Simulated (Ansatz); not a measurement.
(100) slab cut from the bulk of TePb, Fm-3m (No. 225); the slab's formula is TePb:

```
CELL_PARAMETERS angstrom
4.55593 0.00000 0.00000
0.00000 4.55593 0.00000
0.00000 0.00000 24.66460
ATOMIC_POSITIONS crystal
Te 0.00000 0.00000 0.30408
Pb 0.50000 0.50000 0.30408
Te 0.50000 0.50000 0.43469
Pb 0.00000 0.00000 0.43469
Te 0.00000 0.00000 0.56531
Pb 0.50000 0.50000 0.56531
Te 0.50000 0.50000 0.69592
Pb 0.00000 0.00000 0.69592
```

Level of theory: Ansatz, DFT PBEsol, scalar-relativistic, plane waves, PAW. Plane waves to 420 eV, a k mesh through Γ of 6×6×1 on the computed 8-atom cell and Gaussian smearing (0.05 eV); no spin polarisation. The cell repeats along c with a dipole correction in the vacuum.

Question: What forces act on the atoms?

Answer:
| atom | Fx (eV/Å) | Fy (eV/Å) | Fz (eV/Å) |
| --- | --- | --- | --- |
| Te1 | 0.000 | 0.000 | 0.091 |
| Pb2 | 0.000 | 0.000 | 0.460 |
| Te3 | 0.000 | 0.000 | -0.325 |
| Pb4 | 0.000 | 0.000 | -0.359 |
| Te5 | 0.000 | 0.000 | 0.325 |
| Pb6 | 0.000 | 0.000 | 0.359 |
| Te7 | 0.000 | 0.000 | -0.091 |
| Pb8 | 0.000 | 0.000 | -0.460 |

Spin–orbit coupling is left out, which can shift energies with elements as heavy as these.